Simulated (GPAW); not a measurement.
An input for GPAW 26.7.0 (Nd):

run.py

```python
import numpy as np
from ase.dft.bandgap import bandgap
from ase.io import read, write
from ase.units import GPa
from gpaw import GPAW, PW
from gpaw.hyperfine import hyperfine_parameters

atoms = read('POSCAR')
atoms.set_initial_magnetic_moments([3.0])

calc = GPAW(mode=PW(40),
            xc='PBE',
            kpts={'size': (5, 5, 5), 'gamma': True},
            occupations={'name': 'fermi-dirac', 'width': 0.05},
            nbands=18,
            convergence={'density': 1e-05, 'energy': 1e-05},
            maxiter=80,
            txt='gpaw.txt')
atoms.calc = calc
energy = atoms.get_potential_energy()
forces = atoms.get_forces()
stress = atoms.get_stress()
calc.write('gs.gpw')
write('result.traj', atoms)
print(f'Energy: {energy:.6f} eV')
print('Forces (eV/A):')
print(forces.round(4))
print('Stress (GPa):', (stress / GPa).round(3))
print('Moments:', calc.get_magnetic_moments().round(3))
print('Fermi level:', round(calc.get_fermi_level(), 4), 'eV')
print(f'Gap: {bandgap(calc)[0]:.4f} eV, direct: {bandgap(calc, direct=True)[0]:.4f} eV')

mu_N = 3.15245125e-8  # eV/T
for core in (True, False):
    A = hyperfine_parameters(calc, exclude_core=not core)
    for a, A_vv in zip(atoms, A):
        iso = np.trace(A_vv) / 3
        dip = np.linalg.eigvalsh(A_vv - iso * np.eye(3))
        print('with core' if core else 'valence', a.symbol, f'contact field {iso / (2 * mu_N):.3f} T, dipolar',
              *(dip / (2 * mu_N)).round(3), 'T')
```

The input POSCAR:

```
Nd
1.0
    0.0000000000      2.6049204508      2.6049204508
    2.6049204508      0.0000000000      2.6049204508
    2.6049204508      2.6049204508      0.0000000000
Nd
1
Direct
    0.0000000000      0.0000000000      0.0000000000
```

Potentials or basis: GPAW PAW data sets (gpaw-data 1.2.1), pw.

Launch:

```sh
$ OMP_NUM_THREADS=1 python run.py
```

Q: What does the program do with it?

A: The run stopped without a result. It printed:

gpaw.txt:

```text
__  _  _
 | _ |_)|_||  |
 |__||  | ||/\| - 26.7.0

Input parameters:
  mode=PW(ecut=40.0),
  convergence={'density': 1e-05, 'energy': 1e-05},
  kpts=MonkhorstPack(size=(5, 5, 5), gamma=True),
  maxiter=80,
  nbands=18,
[... 166 lines left out ...]
    width: 0.0500  # eV

poisson solver:
  ecut: 320.0  # eV

xc functional:
  name: PBE with 2 nearest neighbor stencil

convergence criteria:
- Maximum integral of absolute [dens]ity change: 1e-05 electrons / valence electron
- Maximum [total energy] change in last 3 cyles: 1e-05 eV / valence electron
- Maximum integral of absolute [eigenst]ate change: 4e-08 eV^2 / valence electron
maximum number of iterations: 80
```

On the terminal:

```text
Traceback (most recent call last):
  File "run.py", line 20, in <module>
  File "ase/atoms.py", line 1971, in get_potential_energy
  File "new/ase_interface.py", line 292, in get_potential_energy
  File "new/ase_interface.py", line 215, in calculate_property
  File "new/ase_interface.py", line 177, in iconverge
  File "new/calculation.py", line 252, in iconverge
  File "new/scf.py", line 83, in iterate
  File "pwfd/eigensolver.py", line 152, in iterate
  File "new/ibzwfs.py", line 194, in orthonormalize
  File "pwfd/wave_functions.py", line 237, in orthonormalize
  File "core/matrix.py", line 404, in invcholesky
  File "linalg/_decomp_cholesky.py", line 120, in cholesky
  File "linalg/_decomp_cholesky.py", line 53, in _cholesky
  File "linalg/_decomp_cholesky.py", line 23, in _check_format_errors_warnings
```
